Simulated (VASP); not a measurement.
# Ge (I4/mmm) in VASP: a series of runs

The runs below take Ge through relaxation of cell and atoms, single point, with PBE, RPBE, rev-vdW-DF2.

Everything below comes from runs of VASP 6.6.1. Logs are shortened: lines on timing, memory, paths and dates and some standing lists are left out, and cuts for length are marked.

## Step 1: The crystal as given

Symmetry: I4/mmm, No. 139, tetragonal system. The conventional cell has a = 3.217 Å, b = 3.217 Å, c = 3.746 Å, α = 90.00°, β = 90.00°, γ = 90.00°. Around Ge (site symmetry 4/mmm) lie 12 Ge at 2.95 to 3.22 Å.

The cell was built by a generator and needn't be a form met in nature.

## Step 2: Relaxation of cell and atoms, PBE

The input, INCAR:

```
SYSTEM = Ge
PREC = Accurate
ENCUT = 600
EDIFF = 1E-6
ISMEAR = 0
SIGMA = 0.05
LREAL = .False.
LASPH = .True.
NELM = 100
ALGO = Fast
ISIF = 3
LWAVE = .False.
LCHARG = .False.
GGA = PE
IBRION = 2
NSW = 60
EDIFFG = -0.02
```

The input, KPOINTS:

```
Automatic mesh
0
Gamma
  12 12 12
  0 0 0
```

The input, POSCAR:

```
Ge
1.0
   -1.6084200000      1.6084200000      1.8731800000
    1.6084200000     -1.6084200000      1.8731800000
    1.6084200000      1.6084200000     -1.8731800000
Ge
1
Direct
    0.5000000000      0.5000000000      0.0000000000
```

Potentials or basis: VASP PAW PBE potentials, release 64 (Ge_d).

Launch:

```bash
$ cat potpaw_PBE.64/Ge_d/POTCAR > POTCAR
$ mpirun -np 1 vasp_std > vasp.out
```

OUTCAR:

```text
SYSTEM = Ge
   PREC = Accurate
   ENCUT = 600
   EDIFF = 1E-6
   ISMEAR = 0
   LREAL = .False.
   LASPH = .True.
   NELM = 100
   ISIF = 3
   GGA = PE
   IBRION = 2
   NSW = 60
   EDIFFG = -0.02

 ion  position               nearest neighbor table
   1  0.500  0.500  0.000-

  LATTYP: Found a body centered tetragonal cell.
 ALAT       =     3.2168400000
 C/A-ratio  =     1.1646087465

  Lattice vectors:

 A1 = (  -1.6084200000,   1.6084200000,   1.8731800000)
 A2 = (   1.6084200000,  -1.6084200000,   1.8731800000)
 A3 = (   1.6084200000,   1.6084200000,  -1.8731800000)

Analysis of symmetry for initial positions (statically):
=====================================================================
 Subroutine PRICEL returns:
 Original cell was already a primitive cell.

 Routine SETGRP: Setting up the symmetry group for a
 body centered tetragonal supercell.

 Subroutine GETGRP returns: Found 16 space group operations
 (whereof 16 operations were pure point group operations)
 out of a pool of 16 trial point group operations.

The static configuration has the point symmetry D_4h.

Analysis of symmetry for dynamics (positions and initial velocities):
=====================================================================
 Subroutine PRICEL returns:
 Original cell was already a primitive cell.

 Routine SETGRP: Setting up the symmetry group for a
 body centered tetragonal supercell.

 Subroutine GETGRP returns: Found 16 space group operations
 (whereof 16 operations were pure point group operations)
 out of a pool of 16 trial point group operations.

The dynamic configuration has the point symmetry D_4h.

 Subroutine INISYM returns: Found 16 space group operations
 (whereof 16 operations are pure point group operations),
 and found     1 'primitive' translations

----------------------------------------------------------------------------------------

                                     Primitive cell

  volume of cell :      19.3838

  direct lattice vectors                    reciprocal lattice vectors
    -1.608420000  1.608420000  1.873180000     0.000000000  0.310864078  0.266925763
     1.608420000 -1.608420000  1.873180000     0.310864078  0.000000000  0.266925763
     1.608420000  1.608420000 -1.873180000     0.310864078  0.310864078  0.000000000

  length of vectors
     2.946664743  2.946664743  2.946664743     0.409738743  0.409738743  0.439628195

  position of ions in fractional coordinates (direct lattice)
     0.500000000  0.500000000  0.000000000

  ion indices of the primitive-cell ions
   primitive index   ion index
                 1           1

----------------------------------------------------------------------------------------

 KPOINTS: Automatic mesh

Automatic generation of k-mesh.
 Grid dimensions read from file:
 generate k-points for:   12   12   12

 Generating k-lattice:

  Cartesian coordinates                     Fractional coordinates (reciprocal lattice)
     0.000000000  0.025905340  0.022243814     0.083333333  0.000000000  0.000000000
     0.025905340  0.000000000  0.022243814     0.000000000  0.083333333  0.000000000
     0.025905340  0.025905340  0.000000000     0.000000000  0.000000000  0.083333333

  Length of vectors
     0.034144895  0.034144895  0.036635683

  Shift w.r.t. Gamma in fractional coordinates (k-lattice)
     0.000000000  0.000000000  0.000000000

 Subroutine IBZKPT returns following result:
 ===========================================

 Found    163 irreducible k-points:

 Following reciprocal coordinates:
            Coordinates               Weight
  0.000000  0.000000  0.000000      1.000000
  0.083333  0.000000 -0.000000      8.000000
  0.166667  0.000000  0.000000      8.000000
  0.250000 -0.000000  0.000000      8.000000
  0.333333 -0.000000  0.000000      8.000000
  0.416667 -0.000000  0.000000      8.000000
[... 16 lines left out ...]
  0.500000  0.166667  0.000000     16.000000
 -0.416667  0.166667 -0.000000     16.000000
 [... further k-points ...]
   k-points           NKPTS =    163   k-points in BZ     NKDIM =    163   number of bands    NBANDS=     11
   number of dos      NEDOS =    301   number of ions     NIONS =      1
   total plane-waves  NPLWV =  13824
   dimension x,y,z NGX =    24 NGY =   24 NGZ =   24
   dimension x,y,z NGXF=    48 NGYF=   48 NGZF=   48
   ions per type =               1
   NGX,Y,Z   is equivalent  to a cutoff of  13.54, 13.54, 13.54 a.u.
   NGXF,Y,Z  is equivalent  to a cutoff of  27.08, 27.08, 27.08 a.u.
 SYSTEM =  Ge
   PREC   = accura    normal or accurate (medium, high low for compatibility)
   ISTART =      0    job   : 0-new  1-cont  2-samecut
   ICHARG =      2    charge: 1-file 2-atom 10-const
   ISPIN  =      1    spin polarized calculation?
   LNONCOLLINEAR =      F non collinear calculations
   LSORBIT =      F    spin-orbit coupling
   LASPH  =      T    aspherical Exc in radial PAW
   ENCUT  =  600.0 eV  44.10 Ry    6.64 a.u.   5.89  5.89  5.89*2*pi/ulx,y,z
   NELM   =    100;   NELMIN=  2; NELMDL= -5     # of ELM steps
   EDIFF  = 0.1E-05   stopping-criterion for ELM
   LREAL  =      F    real-space projection
   EDIFFG = -.2E-01   stopping-criterion for IOM
   NSW    =     60    number of steps for IOM
   IBRION =      2    ionic relax: 0-MD 1-quasi-New 2-CG
   NFREE  =      1    steps in history (QN), initial steepest desc. (CG)
   ISIF   =      3    stress and relaxation
   ISYM   =      2    0-nonsym 1-usesym 2-fastsym
   POTIM  = 0.5000    time-step for ionic-motion
   TEBEG  =    0.0;   TEEND  =   0.0 temperature during run
   PSTRESS=    0.0 pullay stress
   NELECT =      14.0000    total number of electrons
   NUPDOWN=      -1.0000    fix difference up-down
   EMIN   =  10.00;   EMAX   =-10.00  energy-range for DOS
   EFERMI =   0.00;   METHOD = LEGACY
   ISMEAR =     0;   SIGMA  =   0.05  broadening in eV -4-tet -1-fermi 0-gaus
   EFERMI_NEDOS =   21; number of points for ismear=-14 and -15
   IALGO  =     68    algorithm
   IMIX   =      4    mixing-type and parameters
     AMIX     =   0.40;   BMIX     =  1.00
     AMIX_MAG =   1.60;   BMIX_MAG =  1.00
  volume/ion in A,a.u.               =      19.38       130.81
  Fermi-wavevector in a.u.,A,eV,Ry     =   1.468829  2.775685 29.354024  2.157460
  Thomas-Fermi vector in A             =   2.584280
   LORBIT       =      0    0 simple, 1 ext, 2 COOP (PROOUT), +10 PAW based schemes
   GGA     = PE    functional components
   LHFCALC =     F    Hartree Fock is set to
   AEXX    =    0.0000 exact exchange contribution
   IVDW    =     0    specifies the selected vdW correction
   LEPSILON=     F    determine dielectric tensor
   LRPA    =     F    only Hartree local field effects (RPA)
 conjugate gradient relaxation of ions
 non-spin polarized calculation
 RMM-DIIS sequential band-by-band and
 Gauss-broadening in eV      SIGMA  =   0.05
  energy-cutoff  :      600.00
  volume of cell :       19.38
 maximum number of plane-waves:       684
   NGX = 11   NGY = 11   NGZ = 11

--------------------------------------- Ionic step        1  -------------------------------------------

 number of electron      13.9999999 magnetization

 Free energy of the ion-electron system (eV)
  ---------------------------------------------------
  ext. energy  EPLUGINS =         0.00000000
  ---------------------------------------------------
  free energy    TOTEN  =        -4.18374011 eV

  energy without entropy =       -4.18330342  energy(sigma->0) =       -4.18352177

------------------------ aborting loop because EDIFF is reached ----------------------------------------

  FORCE on cell =-STRESS in cart. coord.  units (eV):
  Direction    XX          YY          ZZ          XY          YZ          ZX
  --------------------------------------------------------------------------------------
  -------------------------------------------------------------------------------------
  Total        0.1104812      0.1104812      0.2191675      0.0000000      0.0000000      0.0000000
  in kB        9.1318872      9.1318872     18.1154136      0.0000000      0.0000000      0.0000000
  external PRESSURE =      12.1263960 kB  Pullay stress =       0.0000000 kB

 VOLUME and BASIS-vectors are now :
 -----------------------------------------------------------------------------
  energy-cutoff  :      600.00
  volume of cell :       19.38
      direct lattice vectors                 reciprocal lattice vectors
    -1.608420000  1.608420000  1.873180000     0.000000000  0.310864078  0.266925763
     1.608420000 -1.608420000  1.873180000     0.310864078  0.000000000  0.266925763
     1.608420000  1.608420000 -1.873180000     0.310864078  0.310864078  0.000000000
[... 211 lines left out ...]
 POSITION                                       TOTAL-FORCE (eV/Angst)
 -----------------------------------------------------------------------------------
      0.00000      0.00000      1.89089        -0.000000     -0.000000      0.000000
 -----------------------------------------------------------------------------------
    total drift:                               -0.000000      0.000000      0.000000

  FREE ENERGIE OF THE ION-ELECTRON SYSTEM (eV)
  ---------------------------------------------------
  free  energy   TOTEN  =        -4.1848010878 eV

  energy  without entropy=       -4.1844857675  energy(sigma->0) =       -4.18464343

--------------------------------------- Ionic step        8  -------------------------------------------

 number of electron      14.0000005 magnetization

 Free energy of the ion-electron system (eV)
  ---------------------------------------------------
  ext. energy  EPLUGINS =         0.00000000
  ---------------------------------------------------
  free energy    TOTEN  =        -4.18488201 eV

  energy without entropy =       -4.18445299  energy(sigma->0) =       -4.18466750

 E-fermi :   6.4478     XC(G=0): -11.0955

 val. band max:        6.4406648441   @ k =  -0.3333   0.3333   0.1667
 cond. band min:       6.4594092187   @ k =   0.3333   0.3333   0.1667
 fundamental gap:      0.0187443746
 Fermi energy:         6.4477693761

 k-point     1 :       0.0000    0.0000    0.0000
  band No.  band energies     occupation
      1     -18.3584      2.00000
      2     -18.3584      2.00000
      3     -18.3383      2.00000
      4     -18.3099      2.00000
      5     -18.2740      2.00000
      6      -6.4693      2.00000
      7      14.8429      0.00000
      8      15.1273      0.00000
      9      15.1273      0.00000
     10      20.1665      0.00000
     11      20.1665      0.00000

 k-point     2 :       0.0833    0.0000   -0.0000
  band No.  band energies     occupation
      1     -18.3559      2.00000
      2     -18.3555      2.00000
      3     -18.3358      2.00000
      4     -18.3101      2.00000
      5     -18.2754      2.00000
      6      -6.2990      2.00000
      7      13.5006      0.00000
      8      14.6685      0.00000
      9      14.8646      0.00000
     10      19.5654      0.00000
     11      20.4572      0.00000
[... 295 lines left out ...]
 k-point    24 :      -0.4167    0.1667   -0.0000
  band No.  band energies     occupation
      1     -18.3648      2.00000
      2     -18.3384      2.00000
      3     -18.3027      2.00000
      4     -18.2868      2.00000
      5     -18.2637      2.00000
      6      -3.0065      2.00000
      7       4.8927      2.00000
      8       9.2282      0.00000
      9      11.8480      0.00000
     10      16.7426      0.00000
     11      19.8057      0.00000

 [... further k-points ...]
[... 5 lines left out ...]
  --------------------------------------------------------------------------------------
  -------------------------------------------------------------------------------------
  Total       -0.0033259     -0.0033259      0.0058146      0.0000000      0.0000000      0.0000000
  in kB       -0.2712641     -0.2712641      0.4742434      0.0000000      0.0000000      0.0000000
  external PRESSURE =      -0.0227616 kB  Pullay stress =       0.0000000 kB

 VOLUME and BASIS-vectors are now :
 -----------------------------------------------------------------------------
  energy-cutoff  :      600.00
  volume of cell :       19.64
      direct lattice vectors                 reciprocal lattice vectors
    -1.609238076  1.609238076  1.896386540     0.000000000  0.310706046  0.263659328
     1.609238076 -1.609238076  1.896386540     0.310706046  0.000000000  0.263659328
     1.609238076  1.609238076 -1.896386540     0.310706046  0.310706046  0.000000000

 POSITION                                       TOTAL-FORCE (eV/Angst)
 -----------------------------------------------------------------------------------
      0.00000      0.00000      1.89639         0.000000     -0.000000      0.000000
 -----------------------------------------------------------------------------------
    total drift:                               -0.000000      0.000000      0.000000

  FREE ENERGIE OF THE ION-ELECTRON SYSTEM (eV)
  ---------------------------------------------------
  free  energy   TOTEN  =        -4.1848820124 eV

  energy  without entropy=       -4.1844529939  energy(sigma->0) =       -4.18466750

 reached required accuracy - stopping structural energy minimisation
```

Wall time 47 s (1 thread of Intel Xeon 6975P-C (Granite Rapids), shared host); peak memory 0.17 GiB.

What came out:

* Free energy: -4.1849 eV
* Relaxed volume: 19.64 Å³/atom
* Relaxed cell: a = 2.962 Å, b = 2.962 Å, c = 2.962 Å, α = 114.19°, β = 114.19°, γ = 100.39°
* Space group after relaxing (to 0.05 Å): I4/mmm (No. 139)
* Energy gained by relaxing: 1.1 meV/atom
* Ionic steps: 8
* Pressure after relaxing: 0.0 GPa
* Band gap on the k mesh: none (metal or under the smearing width)

Step by step:
| step | energy change (eV) | largest force (eV/Å) | pressure (GPa) | volume (Å³) |
| --- | --- | --- | --- | --- |
| 1 | 0.0000 | 0.0000 | 1.21 | 19.38 |
| 2 | -0.0008 | 0.0000 | -0.76 | 19.80 |
| 3 | -0.0009 | 0.0000 | 0.05 | 19.65 |
| 4 | -0.0009 | 0.0000 | -0.56 | 19.68 |
| 5 | -0.0009 | 0.0000 | 0.31 | 19.65 |
| 6 | -0.0009 | 0.0000 | -0.02 | 19.66 |
| 7 | -0.0011 | 0.0000 | -0.02 | 19.66 |
| 8 | -0.0011 | 0.0000 | 0.00 | 19.64 |

Final structure:
```
Ge
1.0
    -1.60924    1.60924    1.89639
     1.60924   -1.60924    1.89639
     1.60924    1.60924   -1.89639
Ge
1
Direct
  0.50000 0.50000 0.00000
```

Levels at points of the mesh, in eV from the Fermi level:
| k point | band 3 | band 4 | band 5 | band 6 | band 7 | band 8 | band 9 | band 10 | band 11 |
| --- | --- | --- | --- | --- | --- | --- | --- | --- | --- |
| (0.00, 0.00, 0.00) | -24.79 | -24.76 | -24.72 | -12.92 | 8.40 | 8.68 | 8.68 | 13.72 | 13.72 |
| (0.50, 0.00, 0.00) | -24.76 | -24.72 | -24.69 | -7.79 | -5.32 | 5.06 | 7.22 | 10.26 | 10.72 |
| (0.50, 0.50, 0.00) | -24.72 | -24.71 | -24.68 | -6.67 | -4.75 | 3.00 | 4.40 | 7.52 | 7.71 |
| (0.50, 0.50, 0.50) | -24.71 | -24.69 | -24.69 | -3.77 | -2.56 | 0.80 | 0.80 | 4.50 | 5.30 |

[end of part 1 of 2]
